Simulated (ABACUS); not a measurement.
HfN:

```
Hf N
1.0
     0.00000    2.25600    2.25600
     2.25600    0.00000    2.25600
     2.25600    2.25600    0.00000
Hf N
1 1
Cartesian
  0.0000 0.0000 0.0000
  2.2560 2.2560 2.2560
```

Base run:

- Program: ABACUS 3.10.1
- Functional: PBE
- Potentials or basis: PseudoDojo NC SR 0.4.1 PBE standard
- Cutoff: 1143 eV
- Density cutoff: 4572 eV
- Basis: plane waves
- k mesh: 10 × 10 × 10
- Occupations: fermi-dirac, width 0.05 eV
- Spin: no spin polarisation

Its results: band gap on the k mesh none (metal or under the smearing width); pressure 5.9 GPa.

Question: The run is repeated on the same cell with these changes: cutoff from 1143 eV to 1361 eV; density cutoff from 4572 eV to 5442 eV; basis from plane waves to DZP LCAO (the cutoffs set its grid). What comes out?

Answer: Band gap on the k mesh none (metal or under the smearing width); pressure 6.9 GPa.

Caveats: the atomic orbitals were generated for these runs and aren't a published set (some runs); the basis of atomic orbitals isn't converged, which shifts pressures, moduli and gaps (some runs).

Not every run made on this cell is shown here.
